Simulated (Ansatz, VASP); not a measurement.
Given: the input of a run of VASP 6.6.1 on Ga3Se.

The input INCAR:

```
PREC = Accurate
ENCUT = 520
EDIFF = 1E-7
ISMEAR = -1
SIGMA = 0.05
LREAL = F
LASPH = T
NELM = 60
ALGO = Normal
ISIF = 2
LWAVE = F
LCHARG = F
GGA = PS
NBANDS = 30
```

File KPOINTS:

```
Automatic mesh
0
Gamma
  6 6 6
```

POSCAR

```
Ga3Se
1.0
    4.4027160164      0.0000000000      0.0000000000
    0.0000000000      4.4027160164      0.0000000000
    0.0000000000      0.0000000000      4.4027160164
Se Ga
1 3
Direct
    0.0000000000      0.0000000000      0.0000000000
    0.5000000000      0.5000000000      0.0000000000
    0.5000000000      0.0000000000      0.5000000000
    0.0000000000      0.5000000000      0.5000000000
```

Potentials or basis: VASP PAW PBE potentials, release 64 (Se, Ga_d).

The run is started by

```sh
$ cat potpaw_PBE.64/Se/POTCAR potpaw_PBE.64/Ga_d/POTCAR > POTCAR
$ mpirun -np 1 vasp_std > vasp.out
```

Q: Set up the same calculation for Ansatz 0.2.0. Potentials there: all-electron LAPW, scalar-relativistic.

A: As run (the cutoff follows the program's own potentials):

File input.yaml:

```yaml
crystal:
  lattice:
    - [4.4027160164, 0.0, 0.0]
    - [0.0, 4.4027160164, 0.0]
    - [0.0, 0.0, 4.4027160164]
  atoms:
    - { symbol: Se, position: [0.0, 0.0, 0.0] }
    - { symbol: Ga, position: [0.5, 0.5, 0.0] }
    - { symbol: Ga, position: [0.5, 0.0, 0.5] }
    - { symbol: Ga, position: [0.0, 0.5, 0.5] }
kpoints:
  mp_grid: { grid: [6, 6, 6] }
scf:
  occupations: { method: fermi_dirac, width: 0.05 }
hamiltonian:
  xc: pbesol
  pseudopotentials: { kind: all_electron, lapw: { basis_error: 0.001 } }
output:
  forces: true
  stress: true
  eigenvalues: true
```

Potentials or basis: all-electron LAPW, scalar-relativistic.

Command:

```bash
$ ansatz run input.yaml --threads 2 --pin off --max-ram 8192MiB --backend cpu --events-out ev --progress --plain --runs-dir out
```

Both were run:

|  | VASP | Ansatz | Ansatz less VASP |
| --- | --- | --- | --- |
| gap on the k mesh at the Fermi level (eV) | none | none | - |
| pressure (GPa) | -2.9 | -2.9 | -0.04 |

A gap of «none» marks a metal or a gap that the smearing closes. Ansatz ran all-electron here, so the differences hold the error of VASP's frozen core and of both bases.

Caveats: the PAW data sets were made with another functional, which shifts forces and pressure a little (VASP).
